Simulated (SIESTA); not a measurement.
The system is La2O3.

```
La O
1.0
     3.93078    0.00000    0.00000
    -1.96539    3.40415    0.00000
     0.00000    0.00000    6.11195
La O
2 3
Direct
  0.33333 0.66667 0.24624
  0.66667 0.33333 0.75376
  0.00000 0.00000 0.00000
  0.33333 0.66667 0.64589
  0.66667 0.33333 0.35411
```

The cell is a database's computed one.

Base run:

```yaml
Program: SIESTA 5.4.2
Functional: BLYP
Potentials_or_basis: PseudoDojo 0.4 standard (PBE files)
Basis: DZP (energy shift 0.003 Ry; two zetas on semicore shells)
Grid_cutoff: 800 Ry
Energy_shift: 0.003 Ry
k_mesh: 8 × 8 × 5
Occupations: fermi-dirac, width 0.05 eV
Spin: no spin polarisation
```

Its results: band gap on the k mesh 3.91 eV, indirect (least direct gap 4.11 eV); pressure 14.1 GPa; largest force 0.506 eV/Å.

Question: The run is repeated on the same cell with these changes: functional from BLYP to LDA; potentials or basis from PseudoDojo 0.4 standard (PBE files) to PseudoDojo 0.4 standard (PBE and LDA files). What comes out?

Answer: Band gap on the k mesh 3.68 eV, indirect (least direct gap 3.86 eV); pressure 0.8 GPa; largest force 0.220 eV/Å.

Caveats: the potentials were made for another functional, which shifts forces and pressure; spin-orbit coupling is left out, which moves the levels of the heavy elements; the mesh misses the band edges, which the band path finds closer together; the basis of atomic orbitals isn't converged, which shifts pressures, moduli and gaps.

Not every run made on this cell is shown here.
